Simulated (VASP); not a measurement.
Mg2Si:

```
CELL_PARAMETERS angstrom
0.00000 3.16500 3.16500
3.16500 0.00000 3.16500
3.16500 3.16500 0.00000
ATOMIC_POSITIONS crystal
Si 0.00000 0.00000 0.00000
Mg 0.25000 0.25000 0.25000
Mg 0.75000 0.75000 0.75000
```

The cell was built by a generator and needn't be a form met in nature.

```yaml
Program: VASP 6.6.1
Task: relaxation of cell and atoms
Functional: LDA
Potentials_or_basis: VASP PAW LDA potentials, release 64 (Si, Mg)
Cutoff: 600 eV
k_mesh: 8 × 8 × 8
Occupations: gaussian, width 0.02 eV
Spin: no spin polarisation
```

At the start: pressure -2.1 GPa; volume 21.14 Å³/atom.

Problem. How do energy, volume and symmetry change on relaxing?

Solution. Over 3 steps the energy falls by 5.4 meV/atom and the volume is 20.35 Å³/atom (-3.7 %); space group Fm-3m (No. 225, to 0.05 Å).

Step by step:
```tsv
step	energy change (eV)	largest force (eV/Å)	pressure (GPa)	volume (Å³)
1	0.0000	0.0000	-2.12	63.41
2	-0.0161	0.0000	0.17	60.87
3	-0.0162	0.0000	0.00	61.04
```

Final structure:
```cif
data_structure
_symmetry_space_group_name_H-M 'P 1'
_symmetry_Int_Tables_number 1
_cell_length_a 4.4195
_cell_length_b 4.4195
_cell_length_c 4.4195
_cell_angle_alpha 60.000
_cell_angle_beta 60.000
_cell_angle_gamma 60.000
_cell_volume 61.04
loop_
_atom_site_label
_atom_site_type_symbol
_atom_site_fract_x
_atom_site_fract_y
_atom_site_fract_z
_atom_site_occupancy
Si1 Si 0.00000 0.00000 0.00000 1
Mg1 Mg 0.25000 0.25000 0.25000 1
Mg2 Mg 0.75000 0.75000 0.75000 1
```
